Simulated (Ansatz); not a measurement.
# Nickel, diamond under BLYP: structure, energy and stiffness

What does BLYP give for nickel in the diamond structure? We relax it, solve it on a dense k-mesh, then scale the cell to 7 volumes from 88 to 112 % of the relaxed one and try a fit of the equation of state. Spin polarisation is left out, though the real metal is magnetic, so this state lies above the ground state. The k-meshes are 11×11×11 for the relaxation; 17×17×17 for the dense run; 12×12×12 for the volumes.

This is Ni in the diamond structure; at room conditions it is fcc.

Program: Ansatz 0.2.0. Level of theory: DFT BLYP, plane waves (420 eV) with PAW, scalar-relativistic; PAW files made under PBE, frozen cores solved again for the functional. These are calculated values, not measurements.

## 1. The starting structure

It takes space group Fd-3m (No. 227, cubic). The conventional cell has a = 4.907 Å, b = 4.907 Å, c = 4.907 Å, α = 90.00°, β = 90.00°, γ = 90.00°. Ni (site symmetry -43m) has 4 Ni at 2.12 Å as nearest neighbours.

Structure file:

```
Ni
1.0
     0.00000    2.45346    2.45346
     2.45346    0.00000    2.45346
     2.45346    2.45346    0.00000
Ni
2
Direct
  0.12500 0.12500 0.12500
  0.87500 0.87500 0.87500
```

## 2. Relaxation of the cell

input.yaml

```yaml
crystal:
  lattice:
    - [0.0, 2.4534603088, 2.4534603088]
    - [2.4534603088, 0.0, 2.4534603088]
    - [2.4534603088, 2.4534603088, 0.0]
  atoms:
    - { symbol: Ni, position: [0.125, 0.125, 0.125] }
    - { symbol: Ni, position: [0.875, 0.875, 0.875] }
hamiltonian:
  xc: blyp
  pseudopotentials:
    kind: paw
    azcp:
      Ni: "pseudopotentials/Ni.paw.azcp"
basis:
  ecutwfc: 420
  fft_grid_basis: typed
kpoints:
  mp_grid: { grid: [11, 11, 11], shift: [0, 0, 0] }
magnetization:
  spin_polarized: false
scf:
  occupations: { method: fermi_dirac, width: 0.1 }
relax:
  max_steps: 60
  f_tol: 0.01
  cell: {}
```

The program printed:

```text
Warning: RAYON_NUM_THREADS=2 ignored (pool sized by the plan → 2); use --threads N
Engine: ansatz 0.2.0, x86_64-unknown-linux-gnu
Pseudopotentials: kind: paw
Pseudopotential: Ni, paw, valence charge 18, recommended cutoff 420 eV (normal), <dir>
Functional definition: BLYP
  parameter beta = 0.0042
  parameter a = 0.04918
  parameter b = 0.132
  parameter c = 0.2533
  parameter d = 0.349
  exchange = b88_x(beta = beta)
  correlation = lyp_c(a = a, b = b, c = c, d = d)
Crystal: 2 atoms, lattice volume = 29.537 Å³
Basis set: ecut = 420 eV, 561 PW (Γ), exchange–correlation on 48×48×48 points (8 copies of the dense FFT grid, shifted against one another)
Bands: 22, of which v1, the nominal top of the filled ones, is band 18 counted from 1 (17 counted from 0)
Symmetry: 48 space group operations
Space group: Fd-3m (ITA 227), of the structure as read, at distance tolerance 3.1e-5 Å
k-points: 56 of 1331
Non-local potential: Ni, projectors of the file, l = 0: 3, l = 1: 2, l = 2: 3, l = 3: 1
PAW form: soft (Blöchl's): semilocal exchange-correlation on the pseudo side does not see the compensation charge
PAW frozen core: Ni, regenerated for the run's functional, and the local potential with it (the file was generated under x = pbe(κ = 0.804, μ = 0.2195149727645171), c = pbe(β = 0.06672455060314922))
PAW one-centre angular grid: Ni, 590 points (default); XC on 64 Gauss nodes
Initial density: superposition of atomic densities (neutral atoms: chi_scale 0, normalization atom), corrected by the library's trained network
Initial wavefunctions: pseudopotential atomic-orbital guess
Functional: x = b88, c = lyp
SCF iter   1: F=—  HF=-11694.526707 eV  |F-HF|=—  |Δ(HF+E_count)|=         —  Δρ=2.79e-2  dr2=1.74e-1  ethr=1.77e-3  ⟨swp⟩=5.7  Hψ=4724  notcnv=0
preconditioner: auto → LDOS  [metal: Δε(μ)=0.016 eV  Ē_g=6.708 eV  σ=0.100 eV  W_gap=0.04  n_scr=14 (ndim 8)  ℏωp=30.6 eV  f_vac=0.023  D(μ)=6.45/eV (n_scr^D=136)  β→1.0]
SCF iter   2: F=—  HF=-11694.547669 eV  |F-HF|=—  |Δ(HF+E_count)|=   2.10e-2  Δρ=4.43e-2  dr2=3.00e-1  ethr=4.84e-4  ⟨swp⟩=2.0  Hψ=2429  notcnv=0
SCF iter   3: F=—  HF=-11694.500446 eV  |F-HF|=—  |Δ(HF+E_count)|=   4.72e-2  Δρ=1.05e-2  dr2=1.46e-2  ethr=4.84e-4  ⟨swp⟩=2.0  Hψ=1976  notcnv=0
SCF iter   4: F=—  HF=-11694.498996 eV  |F-HF|=—  |Δ(HF+E_count)|=   1.45e-3  Δρ=1.20e-3  dr2=2.25e-4  ethr=4.06e-5  ⟨swp⟩=2.4  Hψ=2198  notcnv=0
SCF iter   5: F=—  HF=-11694.498997 eV  |F-HF|=—  |Δ(HF+E_count)|=   1.36e-6  Δρ=2.65e-5  dr2=2.08e-7  ethr=6.24e-7  ⟨swp⟩=2.4  Hψ=2108  notcnv=0
SCF iter   6: F=—  HF=-11694.499006 eV  |F-HF|=—  |Δ(HF+E_count)|=   8.48e-6  Δρ=6.09e-6  dr2=5.59e-9  ethr=2.78e-10  ⟨swp⟩=4.9  Hψ=5083  notcnv=0
SCF iter   7: F=-11694.499006 eV  HF=-11694.499006 eV  |F-HF|=1.07e-9  |Δ(HF+E_count)|=   1.97e-8  Δρ=2.50e-6  dr2=1.05e-9  ethr=1.55e-11  ⟨swp⟩=2.1  Hψ=4099  notcnv=0
SCF 1 converged in 7 iterations: F = -11694.499006 eV  dr2 = 1.05e-9
relax step   1: F+E_penalty+E_count = -11694.49900558 eV  Δ(F+E_penalty+E_count) = +0.000e0 eV  max|allowed force component| = 4.626e-18 eV/Å  Δτ_max = 0.0000 Å  P = +19.227 GPa  Ω = 29.537 Å³  (7 SCF iters, dr2 threshold 1.00e-7 eV, accepted)
Crystal: 2 atoms, lattice volume = 32.072 Å³
Basis set: ecut = 420 eV, 609 PW (Γ), exchange–correlation on 48×48×48 points (8 copies of the dense FFT grid, shifted against one another)
Initial density: handed on by an earlier stage of this run
Initial wavefunctions: those handed on with the density
iter 1 solved again at ethr=1.65e-5 eV; its pass at ethr=3.10e-3 eV (dr2=5.96e-3 eV) is discarded
SCF iter   1: F=—  HF=-11694.708241 eV  |F-HF|=—  |Δ(HF+E_count)|=         —  Δρ=3.71e-3  dr2=5.60e-3  ethr=1.65e-5  ⟨swp⟩=2.0  Hψ=7437  notcnv=0
preconditioner: auto → LDOS  [metal: Δε(μ)=0.009 eV  Ē_g=6.179 eV  σ=0.100 eV  W_gap=0.02  n_scr=14 (ndim 8)  ℏωp=29.3 eV  f_vac=0.080  D(μ)=6.85/eV (n_scr^D=136)  β→1.0]
SCF iter   2: F=—  HF=-11694.706646 eV  |F-HF|=—  |Δ(HF+E_count)|=   1.59e-3  Δρ=3.24e-3  dr2=1.71e-3  ethr=1.56e-5  ⟨swp⟩=2.0  Hψ=1767  notcnv=0
SCF iter   3: F=—  HF=-11694.707195 eV  |F-HF|=—  |Δ(HF+E_count)|=   5.49e-4  Δρ=4.98e-3  dr2=4.29e-3  ethr=4.76e-6  ⟨swp⟩=2.0  Hψ=2236  notcnv=0  recentre
SCF iter   4: F=—  HF=-11694.706437 eV  |F-HF|=—  |Δ(HF+E_count)|=   7.58e-4  Δρ=1.33e-4  dr2=3.07e-6  ethr=4.76e-6  ⟨swp⟩=2.0  Hψ=1815  notcnv=0
SCF iter   5: F=—  HF=-11694.706461 eV  |F-HF|=—  |Δ(HF+E_count)|=   2.49e-5  Δρ=3.28e-5  dr2=1.55e-7  ethr=5.56e-10  ⟨swp⟩=4.0  Hψ=6206  notcnv=0
SCF iter   6: F=-11694.706461 eV  HF=-11694.706461 eV  |F-HF|=2.64e-8  |Δ(HF+E_count)|=   1.41e-8  Δρ=1.19e-5  dr2=2.68e-8  ethr=4.30e-10  ⟨swp⟩=3.0  Hψ=4806  notcnv=0
SCF 2 converged in 6 iterations: F = -11694.706461 eV  dr2 = 2.68e-8
relax step   2: F+E_penalty+E_count = -11694.70646142 eV  Δ(F+E_penalty+E_count) = -2.075e-1 eV  max|allowed force component| = 1.665e-16 eV/Å  Δτ_max = 0.0000 Å  P = +7.910 GPa  Ω = 32.072 Å³  energy of the carried Pulay correction = -1.045e-3 eV  (6 SCF iters, dr2 threshold 2.00e-7 eV, accepted)
Crystal: 2 atoms, lattice volume = 34.116 Å³
Basis set: ecut = 420 eV, 645 PW (Γ), exchange–correlation on 48×48×48 points (8 copies of the dense FFT grid, shifted against one another)
iter 1 solved again at ethr=9.10e-6 eV; its pass at ethr=3.10e-3 eV (dr2=3.27e-3 eV) is discarded
SCF iter   1: F=—  HF=-11694.764770 eV  |F-HF|=—  |Δ(HF+E_count)|=         —  Δρ=2.55e-3  dr2=2.94e-3  ethr=9.10e-6  ⟨swp⟩=2.0  Hψ=7448  notcnv=0
preconditioner: auto → LDOS  [metal: Δε(μ)=0.006 eV  Ē_g=5.880 eV  σ=0.100 eV  W_gap=0.02  n_scr=14 (ndim 8)  ℏωp=28.4 eV  f_vac=0.097  D(μ)=7.09/eV (n_scr^D=136)  β→1.0]
SCF iter   2: F=—  HF=-11694.763954 eV  |F-HF|=—  |Δ(HF+E_count)|=   8.15e-4  Δρ=2.58e-3  dr2=1.22e-3  ethr=8.17e-6  ⟨swp⟩=2.0  Hψ=1760  notcnv=0
SCF iter   3: F=—  HF=-11694.764290 eV  |F-HF|=—  |Δ(HF+E_count)|=   3.35e-4  Δρ=3.95e-3  dr2=2.87e-3  ethr=3.38e-6  ⟨swp⟩=2.0  Hψ=2176  notcnv=0  recentre
SCF iter   4: F=—  HF=-11694.763804 eV  |F-HF|=—  |Δ(HF+E_count)|=   4.86e-4  Δρ=9.58e-5  dr2=1.61e-6  ethr=3.38e-6  ⟨swp⟩=2.0  Hψ=1829  notcnv=0
SCF iter   5: F=—  HF=-11694.763835 eV  |F-HF|=—  |Δ(HF+E_count)|=   3.08e-5  Δρ=7.99e-6  dr2=2.08e-8  ethr=5.56e-10  ⟨swp⟩=5.1  Hψ=5631  notcnv=0
SCF iter   6: F=-11694.763835 eV  HF=-11694.763835 eV  |F-HF|=2.32e-9  |Δ(HF+E_count)|=   1.63e-8  Δρ=5.69e-6  dr2=5.16e-9  ethr=5.79e-11  ⟨swp⟩=2.1  Hψ=4248  notcnv=0
SCF 3 converged in 6 iterations: F = -11694.763835 eV  dr2 = 5.16e-9
relax step   3: F+E_penalty+E_count = -11694.76383462 eV  Δ(F+E_penalty+E_count) = -5.737e-2 eV  max|allowed force component| = 9.252e-17 eV/Å  Δτ_max = 0.0000 Å  P = +1.520 GPa  Ω = 34.116 Å³  energy of the carried Pulay correction = -1.828e-3 eV  (6 SCF iters, dr2 threshold 2.00e-7 eV, accepted)
Crystal: 2 atoms, lattice volume = 34.718 Å³
iter 1 solved again at ethr=7.38e-7 eV; its pass at ethr=3.10e-3 eV (dr2=2.66e-4 eV) is discarded
SCF iter   1: F=—  HF=-11694.766396 eV  |F-HF|=—  |Δ(HF+E_count)|=         —  Δρ=7.06e-4  dr2=2.34e-4  ethr=7.38e-7  ⟨swp⟩=2.6  Hψ=7230  notcnv=0
preconditioner: auto → LDOS  [metal: Δε(μ)=0.006 eV  Ē_g=5.801 eV  σ=0.100 eV  W_gap=0.02  n_scr=14 (ndim 8)  ℏωp=28.2 eV  f_vac=0.097  D(μ)=7.15/eV (n_scr^D=136)  β→1.0]
SCF iter   2: F=—  HF=-11694.766346 eV  |F-HF|=—  |Δ(HF+E_count)|=   5.04e-5  Δρ=1.01e-3  dr2=1.94e-4  ethr=6.51e-7  ⟨swp⟩=2.0  Hψ=1823  notcnv=0
SCF iter   3: F=—  HF=-11694.766402 eV  |F-HF|=—  |Δ(HF+E_count)|=   5.65e-5  Δρ=1.31e-3  dr2=3.18e-4  ethr=5.38e-7  ⟨swp⟩=2.1  Hψ=2200  notcnv=0
SCF iter   4: F=—  HF=-11694.766350 eV  |F-HF|=—  |Δ(HF+E_count)|=   5.25e-5  Δρ=3.92e-5  dr2=2.87e-7  ethr=5.38e-7  ⟨swp⟩=2.0  Hψ=1786  notcnv=0
SCF iter   5: F=-11694.766350 eV  HF=-11694.766350 eV  |F-HF|=7.91e-9  |Δ(HF+E_count)|=   1.51e-7  Δρ=5.07e-6  dr2=7.24e-9  ethr=5.56e-10  ⟨swp⟩=5.0  Hψ=5032  notcnv=0
SCF 4 converged in 5 iterations: F = -11694.766350 eV  dr2 = 7.24e-9
relax step   4: F+E_penalty+E_count = -11694.76634967 eV  Δ(F+E_penalty+E_count) = -2.515e-3 eV  max|allowed force component| = 1.388e-16 eV/Å  Δτ_max = 0.0000 Å  P = -0.046 GPa  Ω = 34.718 Å³  energy of the carried Pulay correction = -2.049e-3 eV  (5 SCF iters, dr2 threshold 2.00e-7 eV, accepted)
Basis set: ecut = 420 eV, 645 PW (Γ), exchange–correlation on 50×50×50 points (8 copies of the dense FFT grid, shifted against one another)
Initial wavefunctions: pseudopotential atomic-orbital guess (no wavefunctions were taken with the density)
iter 1 solved again at ethr=2.21e-7 eV; its pass at ethr=3.10e-3 eV (dr2=7.97e-5 eV) is discarded
SCF iter   1: F=—  HF=-11694.747257 eV  |F-HF|=—  |Δ(HF+E_count)|=         —  Δρ=2.21e-3  dr2=4.53e-5  ethr=2.21e-7  ⟨swp⟩=3.0  Hψ=8335  notcnv=0
preconditioner: auto → LDOS  [metal: Δε(μ)=0.006 eV  Ē_g=5.804 eV  σ=0.100 eV  W_gap=0.02  n_scr=14 (ndim 8)  ℏωp=28.2 eV  f_vac=0.087  D(μ)=7.15/eV (n_scr^D=136)  β→1.0]
SCF iter   2: F=—  HF=-11694.772838 eV  |F-HF|=—  |Δ(HF+E_count)|=   2.56e-2  Δρ=3.98e-3  dr2=3.19e-3  ethr=1.26e-7  ⟨swp⟩=3.2  Hψ=2702  notcnv=0  recentre
SCF iter   3: F=—  HF=-11694.769191 eV  |F-HF|=—  |Δ(HF+E_count)|=   3.65e-3  Δρ=7.67e-4  dr2=1.21e-5  ethr=1.26e-7  ⟨swp⟩=2.9  Hψ=2494  notcnv=0
SCF iter   4: F=—  HF=-11694.772298 eV  |F-HF|=—  |Δ(HF+E_count)|=   3.11e-3  Δρ=1.21e-4  dr2=3.05e-6  ethr=3.35e-8  ⟨swp⟩=2.0  Hψ=2292  notcnv=0
SCF iter   5: F=—  HF=-11694.772299 eV  |F-HF|=—  |Δ(HF+E_count)|=   1.75e-6  Δρ=3.67e-5  dr2=3.15e-7  ethr=8.47e-9  ⟨swp⟩=2.3  Hψ=1801  notcnv=0
SCF iter   6: F=—  HF=-11694.772300 eV  |F-HF|=—  |Δ(HF+E_count)|=   3.42e-7  Δρ=1.67e-6  dr2=6.63e-10  ethr=8.75e-10  ⟨swp⟩=2.1  Hψ=1715  notcnv=0
SCF iter   7: F=-11694.772300 eV  HF=-11694.772300 eV  |F-HF|=5.46e-12  |Δ(HF+E_count)|=   1.16e-9  Δρ=1.95e-7  dr2=8.27e-12  ethr=1.00e-12  ⟨swp⟩=5.1  Hψ=6838  notcnv=0
SCF 5 converged in 7 iterations: F = -11694.772300 eV  dr2 = 8.27e-12
relax step   5: F+E_penalty+E_count = -11694.77229976 eV  Δ(F+E_penalty+E_count) = -5.950e-3 eV  max|allowed force component| = 1.087e-16 eV/Å  Δτ_max = 0.0000 Å  P = +0.386 GPa  Ω = 34.718 Å³  stress off target by 3.86e-1 GPa  SCF on the basis re-selected at this cell (its energy is not comparable with the rows above)  (7 SCF iters)
basis re-selected at this cell: Δ(F+E_penalty+E_count) = -5.950e-3 eV, ΔP = +0.431 GPa vs the last step (what re-selecting the basis moved, of the pressure what is left beyond the Pulay correction that the steps carried, after the strain that the cell walked since its last selection, with what the two solves' SCF thresholds leave and, on support functions, any second-order correction that the steps lacked; it is no measure of the basis error at this ecutwfc). The dense FFT grid was sized anew with the basis: this SCF ran on 25×25×25 points, the steps before it on 24×24×24, so part of this shift can come from that change (see relax.cell in the input reference). This SCF's stress stands 3.86e-1 GPa from its target on what of the cell is left free (relax.cell.stress_tol is 5.00e-2 GPa) and its largest allowed force component is 1.09e-16 eV/Å (relax.f_tol is 1.00e-2 eV/Å): not within both, so this SCF does not close the relaxation
Crystal: 2 atoms, lattice volume = 34.870 Å³
Basis set: ecut = 420 eV, 701 PW (Γ), exchange–correlation on 50×50×50 points (8 copies of the dense FFT grid, shifted against one another)
iter 1 solved again at ethr=4.39e-8 eV; its pass at ethr=3.10e-3 eV (dr2=1.58e-5 eV) is discarded
SCF iter   1: F=—  HF=-11694.772480 eV  |F-HF|=—  |Δ(HF+E_count)|=         —  Δρ=1.71e-4  dr2=1.41e-5  ethr=4.39e-8  ⟨swp⟩=2.3  Hψ=6121  notcnv=0
preconditioner: auto → LDOS  [metal: Δε(μ)=0.000 eV  Ē_g=5.787 eV  σ=0.100 eV  W_gap=0.00  n_scr=14 (ndim 8)  ℏωp=28.1 eV  f_vac=0.094  D(μ)=7.17/eV (n_scr^D=136)  β→1.0]
SCF iter   2: F=—  HF=-11694.772466 eV  |F-HF|=—  |Δ(HF+E_count)|=   1.42e-5  Δρ=4.47e-5  dr2=3.75e-7  ethr=3.91e-8  ⟨swp⟩=1.9  Hψ=1359  notcnv=0
SCF iter   3: F=—  HF=-11694.772466 eV  |F-HF|=—  |Δ(HF+E_count)|=   4.72e-7  Δρ=8.29e-5  dr2=1.31e-6  ethr=5.56e-10  ⟨swp⟩=4.3  Hψ=4623  notcnv=0
SCF iter   4: F=-11694.772466 eV  HF=-11694.772466 eV  |F-HF|=4.57e-8  |Δ(HF+E_count)|=   2.14e-7  Δρ=1.62e-5  dr2=4.75e-8  ethr=5.56e-10  ⟨swp⟩=3.0  Hψ=5093  notcnv=0
SCF 6 converged in 4 iterations: F = -11694.772466 eV  dr2 = 4.75e-8
relax step   6: F+E_penalty+E_count = -11694.77246586 eV  Δ(F+E_penalty+E_count) = -1.661e-4 eV  max|allowed force component| = 1.388e-16 eV/Å  Δτ_max = 0.0000 Å  P = +0.049 GPa  Ω = 34.870 Å³  energy of the carried Pulay correction = -3.788e-5 eV  (4 SCF iters, dr2 threshold 2.00e-7 eV, accepted)
iter 1 solved again at ethr=8.11e-8 eV; its pass at ethr=3.10e-3 eV (dr2=2.92e-5 eV) is discarded
SCF iter   1: F=—  HF=-11694.772503 eV  |F-HF|=—  |Δ(HF+E_count)|=         —  Δρ=1.88e-5  dr2=4.12e-8  ethr=8.11e-8  ⟨swp⟩=3.0  Hψ=8441  notcnv=0
preconditioner: auto → LDOS  [metal: Δε(μ)=0.000 eV  Ē_g=5.788 eV  σ=0.100 eV  W_gap=0.00  n_scr=14 (ndim 8)  ℏωp=28.1 eV  f_vac=0.091  D(μ)=7.17/eV (n_scr^D=136)  β→1.0]
SCF iter   2: F=—  HF=-11694.772493 eV  |F-HF|=—  |Δ(HF+E_count)|=   9.64e-6  Δρ=4.32e-5  dr2=3.57e-7  ethr=1.14e-10  ⟨swp⟩=2.0  Hψ=2293  notcnv=0
SCF iter   3: F=—  HF=-11694.772493 eV  |F-HF|=—  |Δ(HF+E_count)|=   5.91e-8  Δρ=4.13e-6  dr2=3.80e-9  ethr=1.14e-10  ⟨swp⟩=2.0  Hψ=2206  notcnv=0
SCF iter   4: F=—  HF=-11694.772493 eV  |F-HF|=—  |Δ(HF+E_count)|=  3.75e-10  Δρ=6.14e-7  dr2=7.70e-11  ethr=1.06e-11  ⟨swp⟩=2.4  Hψ=1717  notcnv=0
SCF iter   5: F=-11694.772493 eV  HF=-11694.772493 eV  |F-HF|=9.09e-12  |Δ(HF+E_count)|=  1.27e-11  Δρ=1.62e-7  dr2=4.92e-12  ethr=1.00e-12  ⟨swp⟩=5.3  Hψ=5684  notcnv=0
SCF 7 converged in 5 iterations: F = -11694.772493 eV  dr2 = 4.92e-12
relax step   7: F+E_penalty+E_count = -11694.77249324 eV  Δ(F+E_penalty+E_count) = -2.738e-5 eV  max|allowed force component| = 1.064e-16 eV/Å  Δτ_max = 0.0000 Å  P = +0.046 GPa  Ω = 34.870 Å³  stress off target by 4.62e-2 GPa  SCF on the basis re-selected at this cell (its energy is not comparable with the rows above)  (5 SCF iters)
basis re-selected at this cell: Δ(F+E_penalty+E_count) = -2.738e-5 eV, ΔP = -0.003 GPa vs the last step (what re-selecting the basis moved, of the pressure what is left beyond the Pulay correction that the steps carried, after the strain that the cell walked since its last selection, with what the two solves' SCF thresholds leave and, on support functions, any second-order correction that the steps lacked; it is no measure of the basis error at this ecutwfc). This SCF's stress stands 4.62e-2 GPa from its target on what of the cell is left free (relax.cell.stress_tol is 5.00e-2 GPa) and its largest allowed force component is 1.06e-16 eV/Å (relax.f_tol is 1.00e-2 eV/Å): within both
SCF converged after 5 iterations
Free energy (F): -11694.772493 eV
Harris-Foulkes:  -11694.772493 eV  (|F-HF|=9.09e-12)
Internal energy: -11694.554480 eV  (E = F + TS)
E sigma→0 (E₀):  -11694.663487 eV
Entropy (-TS):   -0.218013 eV (-109.006 meV/atom)
Fermi energy:    9.930183 eV
--- Per-component energies (eV) ---
  E_band       = -847.934037
  E_kinetic    = 564.604296
  E_local      = -9050.363221  (includes V_loc(G=0)·N_el)
  E_nonlocal   = 1268.974763
  E_hartree    = 3819.108721
  E_xc         = -163.366470
  E_vxc        = -209.713742  (∫ρ·V_xc dr)
  E_paw        = -3287.422787  (= ΣΔE_a)
  E_vpaw       = -1059.654011  (= ΣTr[D̂ρ^β])
  E_aug_tail   = 0.000696  (compensation charges beyond the density's cutoff)
  E_ewald      = -4846.098152
  E_core_change = 0.007674  (= ΣΔE_core)
  E_smearing   = -0.218013  (= −TS)
  E_closure    = 0.000000  (closes the sum)
  Σ components = -11694.772493   (vs F -11694.772493, Δ=0.00e0)
--- Forces (eV/Å), atoms counted from 1 ---
  atom   1  Ni     0.00000000     0.00000000     0.00000000
  atom   2  Ni    -0.00000000    -0.00000000    -0.00000000
  max |Σ_I F_I| component: 1.85e-17 eV/Å
--- Stress (GPa, compression-positive) ---
        0.046218       0.000000       0.000000
        0.000000       0.046218       0.000000
        0.000000       0.000000       0.046218
  P = ⅓ Tr σ = 0.0462 GPa (0.462 kbar)
--- Relaxed structure (5 steps of the walk, 5 accepted, 2 SCFs on fresh bases) ---
  F+E_penalty+E_count = -11694.77249324 eV   max|allowed force component| = 1.064e-16 eV/Å   (the final SCF, on the basis selected at the relaxed cell)
  cell:  # Å, volume = 34.8695 Å³
    - [-1.3080775216507403e-33, 2.5930166304010127, 2.5930166304010127]
    - [2.5930166304010127, 5.748216400418596e-34, 2.5930166304010127]
    - [2.5930166304010127, 2.5930166304010127, 2.919488944473145e-33]
  atoms:
    - { symbol: Ni, position: [0.125, 0.125, 0.125] }
    - { symbol: Ni, position: [0.875, 0.875, 0.875] }
```

Run time: 14 s. Hardware: 2 threads of AMD EPYC 7R43 (Zen 3), shared host; peak memory 0.38 GiB.

Step by step:

```
step  energy change (meV/atom)  largest force (eV/Å)  pressure (GPa)  volume (Å³/atom)
   1                      0.00                0.0000           19.23            14.769
   2                   -103.73                0.0000            7.91            16.036
   3                   -132.41                0.0000            1.52            17.058
   4                   -133.67                0.0000           -0.05            17.359
   5                   -136.65                0.0000            0.39            17.359
   6                   -136.73                0.0000            0.05            17.435
   7                   -136.74                0.0000            0.05            17.435
```

Steps that repeat a cell are solved on a basis chosen anew, so their changes of energy are no gain of the relaxation.

Changes in the cell that was computed:

|  | before | after | change |
| --- | --- | --- | --- |
| a (Å) | 3.470 | 3.667 | +5.7 % |
| b (Å) | 3.470 | 3.667 | +5.7 % |
| c (Å) | 3.470 | 3.667 | +5.7 % |
| volume (Å³/atom) | 14.769 | 17.435 | +18.1 % |
| shortest distance (Å) | 2.125 | 2.246 | +5.7 % |
| space group (spins left aside) | Fd-3m | Fd-3m | same |

## 3. Dense single point

input.yaml

```yaml
crystal:
  lattice:
    - [0.0, 2.5930166304, 2.5930166304]
    - [2.5930166304, 0.0, 2.5930166304]
    - [2.5930166304, 2.5930166304, 0.0]
  atoms:
    - { symbol: Ni, position: [0.125, 0.125, 0.125] }
    - { symbol: Ni, position: [0.875, 0.875, 0.875] }
hamiltonian:
  xc: blyp
  pseudopotentials:
    kind: paw
    azcp:
      Ni: "pseudopotentials/Ni.paw.azcp"
basis:
  ecutwfc: 420
  fft_grid_basis: typed
kpoints:
  mp_grid: { grid: [17, 17, 17], shift: [0, 0, 0] }
magnetization:
  spin_polarized: false
scf:
  occupations: { method: fermi_dirac, width: 0.1 }
```

The program printed, cut to the lines that bear on the results:

```text
Warning: RAYON_NUM_THREADS=2 ignored (pool sized by the plan → 2); use --threads N
[...]
[... 3 set-up lines as earlier in the session ...]
[...]
Crystal: 2 atoms, lattice volume = 34.870 Å³
Basis set: ecut = 420 eV, 701 PW (Γ), exchange–correlation on 50×50×50 points (8 copies of the dense FFT grid, shifted against one another)
Bands: 22, of which v1, the nominal top of the filled ones, is band 18 counted from 1 (17 counted from 0)
[... 1 set-up line as earlier in the session ...]
Space group: Fd-3m (ITA 227), of the structure as read, at distance tolerance 3.3e-5 Å
k-points: 165 of 4913
[...]
SCF iter   1: F=—  HF=-11694.800225 eV  |F-HF|=—  |Δ(HF+E_count)|=         —  Δρ=2.57e-2  dr2=1.84e-1  ethr=1.77e-3  ⟨swp⟩=5.5  Hψ=13943  notcnv=0
[...]
SCF iter   7: F=-11694.772417 eV  HF=-11694.772417 eV  |F-HF|=1.28e-9  |Δ(HF+E_count)|=   1.18e-8  Δρ=2.45e-6  dr2=1.09e-9  ethr=1.97e-11  ⟨swp⟩=1.1  Hψ=10717  notcnv=0
[...]
SCF converged after 7 iterations
Free energy (F): -11694.772417 eV
[...]
E sigma→0 (E₀):  -11694.663017 eV
Entropy (-TS):   -0.218800 eV (-109.400 meV/atom)
Fermi energy:    9.925056 eV
[...]
```

It took 5.9 s on 2 threads of AMD EPYC 7R43 (Zen 3), shared host; peak memory 0.41 GiB.

[end of part 1 of 2]
